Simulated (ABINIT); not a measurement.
Here is an ABINIT 10.8.3 (patched build) calculation.

run.abi

```
# Datasets: ground state, then fixed potential
ndtset 2

# Pseudopotentials
pp_dirpath "./"
pseudos "Pb.hgh, Se.hgh"

# Structure
acell 3*1.0
rprim
     0.0000000000     5.7837902633     5.7837902633
     5.7837902633     0.0000000000     5.7837902633
     5.7837902633     5.7837902633     0.0000000000
ntypat 2
znucl 82 34
natom 2
typat 1 2
xred
     0.0000000000     0.0000000000     0.0000000000
     0.5000000000     0.5000000000     0.5000000000

# Plane-wave basis
ecut 24.0

# Exchange and correlation
ixc -497498
usekden 1

# Bands and occupations
occopt 3
tsmear 0.05 eV

# SCF cycle
nstep 100

# Output
iomode 3
prtwf 0
prteig 0
prtebands 0
enunit 2
prtden1 1
prtkden1 1
prtvha1 1
prtvclmb1 1
prtpot1 1
prtelf1 1

# Dataset 1
kptopt1 1
ngkpt1 8 8 8
nshiftk1 1
shiftk1 0.0 0.0 0.0
nband1 9
tolvrs1 1.0e-9

# Dataset 2: bands along G-X-W-K-G-L-U-W-L-K
iscf2 -2
getden2 1
getkden2 1
nband2 13
nbdbuf2 2
tolwfr2 1.0e-12
kptopt2 -9
ndivsm2 8
prteig2 1
prtvol2 -3
kptbounds2
     0.0000000000     0.0000000000     0.0000000000
     0.5000000000     0.0000000000     0.5000000000
     0.5000000000     0.2500000000     0.7500000000
     0.3750000000     0.3750000000     0.7500000000
     0.0000000000     0.0000000000     0.0000000000
     0.5000000000     0.5000000000     0.5000000000
     0.6250000000     0.2500000000     0.6250000000
     0.5000000000     0.2500000000     0.7500000000
     0.5000000000     0.5000000000     0.5000000000
     0.3750000000     0.3750000000     0.7500000000
```

Potentials or basis: HGH LDA.

Command:

```console
$ abinit run.abi > log 2>&1
```

(1) Estimate the band gap on the k mesh.

Answers

(1) 0.47 eV, direct.

Caveat: spin-orbit coupling is left out, which as a rule narrows the gap of such compounds by several tenths of an eV; HGH potentials are hard and often keep d shells in the core, so these values are rough.
